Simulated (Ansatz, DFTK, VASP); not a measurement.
**One calculation of Au, 3 ways**

```xyz
1
Lattice="2.7484 0.0000 0.0000 0.0000 2.7484 0.0000 0.0000 0.0000 2.7484" Properties=species:S:1:pos:R:3 pbc="T T T"
Au    1.3742    1.3742    1.3742
```

This isn't the form of Au at room conditions, which is fcc.

Alike in all runs: task band structure; functional PBEsol; k mesh 10 × 10 × 10; occupations fermi-dirac, width 0.05 eV; no spin polarisation; no spin-orbit coupling. Pressure is positive in compression and, in plane waves, holds the error of the finite cutoff, which Ansatz's Pulay term estimates and takes out.

| program and potentials | plane-wave cutoff (eV) | notes | pressure (GPa) |
| --- | --- | --- | --- |
| Ansatz, Ansatz PAW | 420 | potentials made for PBE, which Ansatz adapts in part; 19 valence electrons an atom on average; Pulay term of +0.04 GPa included | -6.33 |
| VASP, PBE PAW files Au, 520 eV | 520 | potentials made for PBE; 11 valence electrons an atom on average | -6.49 |
| DFTK, SG15 1.2 (PBE) | 1225 | potentials made for PBE; 19 valence electrons an atom on average | ? |

Problem. Estimate from the other rows what the run with DFTK, SG15 1.2 (PBE) gave.

Solution. Pressure -6.39 GPa. The other rows, which needn't bracket it: pressure -6.49 to -6.33.
